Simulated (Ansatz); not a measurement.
# PbO

```
Pb O
1.0
     0.00000    2.63230    2.63230
     2.63230    0.00000    2.63230
     2.63230    2.63230    0.00000
Pb O
1 1
Direct
  0.00000 0.00000 0.00000
  0.50000 0.50000 0.50000
```

Atom numbers follow the list: Pb1, O2.

The structure comes from a relaxation in the same program, started in the rocksalt type, and has space group Fm-3m. Whether it is a known phase or the ground state wasn't checked.

Spin–orbit coupling is left out, though it moves levels of the heavy atoms by tenths of an eV or more.

All numbers are computed: DFT, PBE, all-electron LAPW, scalar-relativistic (Ansatz 0.2.0); DFT, PBE, PAW with Ansatz's default frozen-core files, scalar-relativistic (Ansatz 0.2.0).

For LAPW: a Γ-centred 12×12×12 k mesh, Fermi–Dirac smearing of 0.05 eV, basis error target 0.25 meV/atom, no spin polarisation. PAW takes a cutoff of 420 eV at this cell. The Ansatz runs share mesh, smearing and spin set-up. Values come from LAPW unless marked.

```json
{
  "Band gap": "0.07 eV, direct, on the line L (0.5, 0.5, 0.5)–W (0.5, 0.25, 0.75) (so small a gap may close at points that the mesh and path miss)",
  "Löwdin charges (with 0.05 e of the cell spilling out of the atomic basis, so their sizes and signs hang on that basis)": "Pb1 0.80, O2 -0.74 e",
  "Bader charges (from the PAW run)": "Pb1 +1.20, O2 -1.20 e",
  "Volume per atom": "18.24 Å³",
  "Pressure at this cell": "0.2 kbar"
}
```
